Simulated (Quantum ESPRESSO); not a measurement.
# Mo (Im-3m) in Quantum ESPRESSO: a series of runs, part 3 of 4

Quantum ESPRESSO 7.5.

### Step 4. Phonons, BLYP

File pw.in:

```
&CONTROL
  calculation = 'scf'
  prefix = 'pwscf'
  outdir = './tmp'
  pseudo_dir = './pseudo'
  tprnfor = .true.
  tstress = .true.
  disk_io = 'low'
/
&SYSTEM
  ibrav = 0
  nat = 1
  ntyp = 1
  ecutwfc = 45
  ecutrho = 360
  nbnd = 13
  input_dft = 'blyp'
  occupations = 'smearing'
  smearing = 'mv'
  degauss = 0.01469973
/
&ELECTRONS
  conv_thr = 2d-10
  electron_maxstep = 120
  mixing_beta = 0.5
/
ATOMIC_SPECIES
Mo    95.9500 mo_pbe_v1.uspp.F.UPF
CELL_PARAMETERS bohr
  -2.9929651906    2.9929651906    2.9929651906
   2.9929651906   -2.9929651906    2.9929651906
   2.9929651906    2.9929651906   -2.9929651906
ATOMIC_POSITIONS bohr
Mo     0.0000000000    0.0000000000    0.0000000000
K_POINTS automatic
10 10 10 0 0 0
```

File relax.in:

```
&CONTROL
  calculation = 'vc-relax'
  prefix = 'pwscf'
  outdir = './tmp'
  pseudo_dir = './pseudo'
  tprnfor = .true.
  tstress = .true.
  disk_io = 'low'
  nstep = 40
  forc_conv_thr = 0.0001
  etot_conv_thr = 1d-06
/
&SYSTEM
  ibrav = 0
  nat = 1
  ntyp = 1
  ecutwfc = 45
  ecutrho = 360
  nbnd = 13
  input_dft = 'blyp'
  occupations = 'smearing'
  smearing = 'mv'
  degauss = 0.01469973
/
&ELECTRONS
  conv_thr = 2d-10
  electron_maxstep = 120
  mixing_beta = 0.5
/
&IONS
  ion_dynamics = 'bfgs'
/
&CELL
  cell_dynamics = 'bfgs'
  press = 0
  press_conv_thr = 0.2
/
ATOMIC_SPECIES
Mo    95.9500 mo_pbe_v1.uspp.F.UPF
CELL_PARAMETERS bohr
  -2.9929651906    2.9929651906    2.9929651906
   2.9929651906   -2.9929651906    2.9929651906
   2.9929651906    2.9929651906   -2.9929651906
ATOMIC_POSITIONS bohr
Mo     0.0000000000    0.0000000000    0.0000000000
K_POINTS automatic
10 10 10 0 0 0
```

File scf2.in:

```
&CONTROL
  calculation = 'scf'
  prefix = 'pwscf'
  outdir = './tmp'
  pseudo_dir = './pseudo'
  tprnfor = .true.
  tstress = .true.
  disk_io = 'low'
/
&SYSTEM
  ibrav = 0
  nat = 1
  ntyp = 1
  ecutwfc = 45
  ecutrho = 360
  nbnd = 13
  input_dft = 'blyp'
  occupations = 'smearing'
  smearing = 'mv'
  degauss = 0.01469973
/
&ELECTRONS
  conv_thr = 1d-13
  electron_maxstep = 120
  mixing_beta = 0.5
  startingpot = 'file'
  startingwfc = 'file'
/
ATOMIC_SPECIES
Mo    95.9500 mo_pbe_v1.uspp.F.UPF
CELL_PARAMETERS bohr
  -3.0210648207    3.0210648207    3.0210648207
   3.0210648207   -3.0210648207    3.0210648207
   3.0210648207    3.0210648207   -3.0210648207
ATOMIC_POSITIONS bohr
Mo     0.0000000000    0.0000000000    0.0000000000
K_POINTS automatic
10 10 10 0 0 0
```

File ph.in:

```
phonons of Mo
&INPUTPH
  prefix = 'pwscf'
  outdir = './tmp'
  tr2_ph = 1d-18
  fildyn = 'dyn'
  niter_ph = 90
  alpha_mix(1) = 0.4
/
0.4330127019 0.4330127019 -0.0000000000
```

Potentials or basis: GBRV 1.5 PBE.

On the command line:

```console
$ OMP_NUM_THREADS=1 pw.x -in pw.in > pw.out
$ OMP_NUM_THREADS=1 pw.x -in relax.in > relax.out
$ OMP_NUM_THREADS=1 pw.x -in scf2.in > scf2.out
$ OMP_NUM_THREADS=1 ph.x -in ph.in > ph.out
```

pw.out:

```text
This program is part of the open-source Quantum ESPRESSO suite
     for quantum simulation of materials; please cite
         "P. Giannozzi et al., J. Phys.:Condens. Matter 21 395502 (2009);
         "P. Giannozzi et al., J. Phys.:Condens. Matter 29 465901 (2017);
         "P. Giannozzi et al., J. Chem. Phys. 152 154105 (2020);
     in publications or presentations arising from this work. More details at

     IMPORTANT: XC functional enforced from input :
     Exchange-correlation= BLYP
                           (   1   3   1   3   0   0   0)
     Any further DFT definition will be discarded
     Please, verify this is what you really want

     Message from routine setup:
     using ibrav=0 with symmetry is DISCOURAGED, use correct ibrav instead

     G-vector sticks info
     --------------------
     sticks:   dense  smooth     PW     G-vecs:    dense   smooth      PW
     Sum         727     363    139                12479     4321    1061

     Using Slab Decomposition

     bravais-lattice index     =            0
     lattice parameter (alat)  =       5.1840  a.u.
     unit-cell volume          =     107.2420 (a.u.)^3
     number of atoms/cell      =            1
     number of atomic types    =            1
     number of electrons       =        14.00
     number of Kohn-Sham states=           13
     kinetic-energy cutoff     =      45.0000  Ry
     charge density cutoff     =     360.0000  Ry
     scf convergence threshold =      2.0E-10
     mixing beta               =       0.5000
     number of iterations used =            8  plain     mixing
     Exchange-correlation= BLYP
                           (   1   3   1   3   0   0   0)

     celldm(1)=   5.183968  celldm(2)=   0.000000  celldm(3)=   0.000000
     celldm(4)=   0.000000  celldm(5)=   0.000000  celldm(6)=   0.000000

     crystal axes: (cart. coord. in units of alat)
               a(1) = (  -0.577350   0.577350   0.577350 )
               a(2) = (   0.577350  -0.577350   0.577350 )
               a(3) = (   0.577350   0.577350  -0.577350 )

     reciprocal axes: (cart. coord. in units 2 pi/alat)
               b(1) = ( -0.000000  0.866025  0.866025 )
               b(2) = (  0.866025 -0.000000  0.866025 )
               b(3) = (  0.866025  0.866025  0.000000 )

     PseudoPot. # 1 for Mo read from file:
     mo_pbe_v1.uspp.F.UPF
     Pseudo is Ultrasoft + core correction, Zval = 14.0
     Generated by new atomic code, or converted to UPF format
     Using radial grid of  889 points,  6 beta functions with:
                l(1) =   0
                l(2) =   0
                l(3) =   1
                l(4) =   1
                l(5) =   2
                l(6) =   2
     Q(r) pseudized with  6 coefficients,  rinner =    1.000   1.000   1.000
                                                       1.000   1.000

     atomic species   valence    mass     pseudopotential
     Mo               14.00    95.95000     Mo( 1.00)

     48 Sym. Ops., with inversion, found

   Cartesian axes

     site n.     atom                  positions (alat units)
         1        Mo     tau(   1) = (   0.0000000   0.0000000   0.0000000  )

     number of k points=    47  Marzari-Vanderbilt smearing, width (Ry)=  0.0147
                       cart. coord. in units 2pi/alat
        k(    1) = (   0.0000000   0.0000000   0.0000000), wk =   0.0020000
        k(    2) = (   0.0866025   0.0866025   0.0000000), wk =   0.0240000
        k(    3) = (   0.1732051   0.1732051   0.0000000), wk =   0.0240000
        k(    4) = (   0.2598076   0.2598076   0.0000000), wk =   0.0240000
        k(    5) = (   0.3464102   0.3464102   0.0000000), wk =   0.0240000
        k(    6) = (  -0.4330127  -0.4330127   0.0000000), wk =   0.0120000
[... 39 lines left out ...]
        k(   46) = (  -0.8660254  -0.0866025  -0.0866025), wk =   0.0240000
        k(   47) = (  -0.8660254  -0.8660254  -0.8660254), wk =   0.0020000

     Dense  grid:    12479 G-vectors     FFT dimensions: (  32,  32,  32)

     Smooth grid:     4321 G-vectors     FFT dimensions: (  24,  24,  24)

     Initial potential from superposition of free atoms

     starting charge      13.9989, renormalised to      14.0000
     Starting wfcs are   13 randomized atomic wfcs

     Self-consistent Calculation

     iteration #  1     ecut=    45.00 Ry     beta= 0.50
     Davidson diagonalization with overlap
     ethr =  1.00E-02,  avg # of iterations =  3.9

     Threshold (ethr) on eigenvalues was too large:
     Diagonalizing with lowered threshold

     Davidson diagonalization with overlap
     ethr =  1.76E-04,  avg # of iterations =  2.2

     total energy              =    -139.06324516 Ry
     estimated scf accuracy    <       0.02494393 Ry

     iteration #  2     ecut=    45.00 Ry     beta= 0.50
     Davidson diagonalization with overlap
     ethr =  1.78E-04,  avg # of iterations =  1.9
[... 29 lines left out ...]
     total energy              =    -139.06774558 Ry
     estimated scf accuracy    <          2.2E-09 Ry

     iteration #  7     ecut=    45.00 Ry     beta= 0.50
     Davidson diagonalization with overlap
     ethr =  1.60E-11,  avg # of iterations =  2.1

     End of self-consistent calculation

          k = 0.0000 0.0000 0.0000 (   555 PWs)   bands (ev):

   -39.8172 -13.1243 -13.1243 -13.1243  14.5031  20.1143  20.1143  20.1143
    23.1030  23.1030  36.4234  36.4234  36.4234

          k = 0.0866 0.0866 0.0000 (   557 PWs)   bands (ev):

   -39.7941 -13.2587 -13.1662 -13.1251  14.9274  19.8851  20.0725  20.5162
    22.8007  23.1123  36.7074  37.1355  37.1728
[... 218 lines left out ...]
   -39.4130 -14.0811 -13.9957 -13.9584  16.5192  16.6055  23.9670  24.2204
    25.3714  30.4115  31.0440  31.9609  41.3055

          k =-0.8660-0.8660-0.8660 (   490 PWs)   bands (ev):

   -39.3960 -14.0407 -14.0407 -14.0407  16.2643  16.2643  25.3057  25.3057
    25.3057  30.5843  30.5843  30.5843  40.8018

     the Fermi energy is    21.6001 ev

!    total energy              =    -139.06774559 Ry
     estimated scf accuracy    <          1.9E-10 Ry
     smearing contrib. (-TS)   =      -0.00029732 Ry
     internal energy E=F+TS    =    -139.06744826 Ry

     The total energy is F=E-TS. E is the sum of the following terms:
     one-electron contribution =     -18.92944515 Ry
     hartree contribution      =      18.13220937 Ry
     xc contribution           =     -19.10916137 Ry
     ewald contribution        =    -119.16105111 Ry

     convergence has been achieved in   7 iterations

     Forces acting on atoms (cartesian axes, Ry/au):

     atom    1 type  1   force =     0.00000000    0.00000000    0.00000000

     Total force =     0.000000     Total SCF correction =     0.000000

     Computing stress (Cartesian axis) and pressure

          total   stress  (Ry/bohr**3)                   (kbar)     P=       69.00
   0.00046903  -0.00000000   0.00000000           69.00       -0.00        0.00
   0.00000000   0.00046903   0.00000000            0.00       69.00        0.00
   0.00000000  -0.00000000   0.00046903            0.00       -0.00       69.00

=------------------------------------------------------------------------------=
   JOB DONE.
=------------------------------------------------------------------------------=
```

It took 3.5 min on 1 thread of Arm Neoverse V1, shared host; peak memory 0.08 GiB.

Results:

```
Free energy                                 : -1892.1236 eV
Relaxed volume                              : 16.34 Å³/atom
Relaxed cell                                : a = 2.769 Å, b = 2.769 Å, c = 2.769 Å, α = 109.47°, β = 109.47°, γ = 109.47°
Space group after relaxing (to 0.05 Å)      : Im-3m (No. 229)
Pressure after relaxing                     : 0.0 GPa
Band gap on the k mesh                      : none (metal or under the smearing width)
Highest phonon frequency at the q point run : 230 cm⁻¹
```

The path:
```csv
step,energy change (eV),largest force (eV/Å),pressure (GPa),volume (Å³)
1,0.0000,0.0000,6.90,15.89
2,-0.0089,0.0000,-1.58,16.46
3,-0.0095,0.0000,-0.08,16.35
4,-0.0095,0.0000,0.00,16.34
```

Final structure:
```
CELL_PARAMETERS angstrom
-1.59868 1.59868 1.59868
1.59868 -1.59868 1.59868
1.59868 1.59868 -1.59868
ATOMIC_POSITIONS crystal
Mo 0.00000 0.00000 0.00000
```

Levels at points of the mesh, in eV from the Fermi level:
```tsv
k point	band 3	band 4	band 5	band 6	band 7	band 8	band 9	band 10	band 11	band 12
(0.00, 0.00, 0.00)	-34.77	-34.77	-7.00	-1.43	-1.43	-1.43	1.46	1.46	14.78	14.78
(0.00, 0.00, -0.50)	-35.16	-34.78	-5.09	-3.31	1.44	1.60	2.03	4.26	10.85	11.96
(-0.50, -0.50, -0.50)	-35.61	-35.61	-5.13	-5.13	3.56	3.56	3.56	8.77	8.77	8.77
```

Phonon frequencies in cm⁻¹ (negative: imaginary):
| q point | frequencies |
| --- | --- |
| (0.000, 0.000, 0.500) | 115 176 230 |

Phonon modes at q = (0.000, 0.000, 0.500) in reciprocal lattice units:
```
mode  symmetry  cm⁻¹
   1      B_1u   115
   2      B_2u   176
   3      B_3u   230
```

Caveat: the mesh is thin for the phonons of a metal; the potentials were made for another functional, which shifts forces and pressure.

(Part 3 of 4 ends here.)
